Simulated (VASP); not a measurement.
MgSi: relaxation of cell and atoms with PBEsol

Crystal: MgSi.

```
Si Mg
1.0
     2.90839    0.00000    0.00000
     0.00000    2.90839    0.00000
     0.00000    0.00000    4.10343
Si Mg
1 1
Direct
  0.50000 0.50000 0.50000
  0.00000 0.00000 0.00000
```

The cell comes from a database or a generator and needn't be the stable form of this composition.

```json
{"Program": "VASP 6.6.1", "Task": "relaxation of cell and atoms", "Functional": "PBEsol", "Potentials or basis": "VASP PAW PBE potentials, release 64 (Si, Mg)", "Cutoff": "600 eV", "k mesh": "8 × 8 × 6", "Occupations": "fermi-dirac, width 0.05 eV", "Spin": "no spin polarisation", "Ladder": "gaps", "Further INCAR settings": "ALGO = Normal; EDIFF = 1e-07; IBRION = 2; EDIFFG = -0.01; NSW = 60; ISIF = 3"}
```

The relaxed volume is 16.93 Å³/atom, the relaxed cell is a = 2.906 Å, b = 2.906 Å, c = 4.009 Å, α = 90.00°, β = 90.00°, γ = 90.00° and the space group after relaxing (to 0.05 Å) is P4/mmm (No. 123). The energy gained by relaxing is 5.6 meV/atom, the ionic steps are 5 and the pressure after relaxing is 0.0 GPa. The band gap on the k mesh is none (metal or under the smearing width).

The path:
```csv
step,energy change (eV),largest force (eV/Å),pressure (GPa),volume (Å³)
1,0.0000,0.0000,-1.89,34.71
2,-0.0110,0.0000,0.27,33.69
3,-0.0110,0.0000,0.19,33.72
4,-0.0111,0.0000,0.05,33.81
5,-0.0112,0.0000,-0.03,33.85
```

Final structure:
```yaml
crystal:
  lattice:
    - [2.90589, 0.00000, 0.00000]
    - [0.00000, 2.90589, 0.00000]
    - [0.00000, 0.00000, 4.00897]
  atoms:
    - { symbol: Si, position: [0.50000, 0.50000, 0.50000] }
    - { symbol: Mg, position: [0.00000, 0.00000, 0.00000] }
```

Levels at points of the mesh, in eV from the Fermi level:
```csv
k point,band 1,band 2,band 3,band 4,band 5,band 6,band 7
"(0.00, 0.00, 0.00)",-11.29,-2.59,-0.62,4.35,4.35,5.37,8.38
"(0.50, 0.00, 0.00)",-7.92,-5.92,0.09,2.86,3.16,4.51,6.54
"(0.50, 0.50, 0.00)",-4.40,-3.11,-3.11,0.35,2.96,5.75,5.75
"(0.00, 0.00, 0.50)",-10.18,-7.11,4.89,4.89,6.83,8.36,8.85
"(0.50, 0.00, 0.50)",-6.94,-4.87,-3.83,-1.51,7.20,10.50,10.65
"(0.50, 0.50, 0.50)",-3.26,-2.27,-2.27,-0.68,1.23,1.23,1.31
```

Run time: 28 s on 1 thread of Intel(R) Xeon(R) Platinum 8259CL CPU @ 2.50GHz (Skylake/Cascade Lake), on a shared host, peak memory 0.17 GiB.

Caveat: the PAW data sets were made with another functional, which shifts forces and pressure a little.
